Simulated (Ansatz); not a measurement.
## What a trial cell of HgS3 relaxes into

Computed with Ansatz 0.2.0, DFT PBE, scalar-relativistic, plane waves, PAW. Cutoff 420 eV, Γ-centred k mesh, Gaussian smearing, no spin polarisation in the final step.

The start is a random cell of HgS3 with space group R3m (No. 160), drawn with lower limits on the distances.

```yaml
crystal:
  lattice:
    - [3.27360, 1.89001, 3.02172]
    - [-3.27360, 1.89001, 3.02172]
    - [0.00000, -3.78002, 3.02172]
  atoms:
    - { symbol: Hg, position: [0.58333, 0.58333, 0.58333] }
    - { symbol: S, position: [0.67852, 0.00000, 0.00000] }
    - { symbol: S, position: [0.00000, 0.67852, 0.00000] }
    - { symbol: S, position: [0.00000, 0.00000, 0.67852] }
```

Cell and atoms relax at zero pressure; the relaxation can't lower the symmetry of the start. After a coarse first stage the cell is made exact in the group found at 0.06 Å.

Energies over the elements count from the elements' standard structures at the same level, with no empirical corrections.

Problem. Describe the relaxed structure.

Solution. It keeps R3m (No. 160). Conventional cell: a = 8.033 Å, c = 7.242 Å. Hg is coordinated by 9 S at 3.65–3.87 Å and 6 S at 4.32 Å; around S lie 2 S at 2.09 Å.

Space group R3m:H (No. 160). a = 8.033 Å, b = 8.033 Å, c = 7.242 Å, α = 90.00°, β = 90.00°, γ = 120.00°
| atom | site | symmetry | x | y | z |
| --- | --- | --- | --- | --- | --- |
| Hg | 3a | 3m | 0.0000 | 0.0000 | 0.4458 |
| S | 9b | .m | 0.4931 | 0.2465 | 0.2720 |

Problem. What are its volume, energy, density and gap?

Solution. The volume per atom is 33.7 Å³. The density is 3.7 g/cm³ and the energy over the elements is 0.369 eV/atom. The gap on the 6×6×6 mesh is 1.35 eV.

The final run used a 6×6×6 mesh on its 4-atom cell and 0.02 eV smearing. Weakly bound directions are ill-defined at this level, which has no dispersion term. Spin–orbit coupling is left out. Symmetry constrained the relaxation, so the result can be a saddle point. The steps took roughly 2.7 core-minutes in all.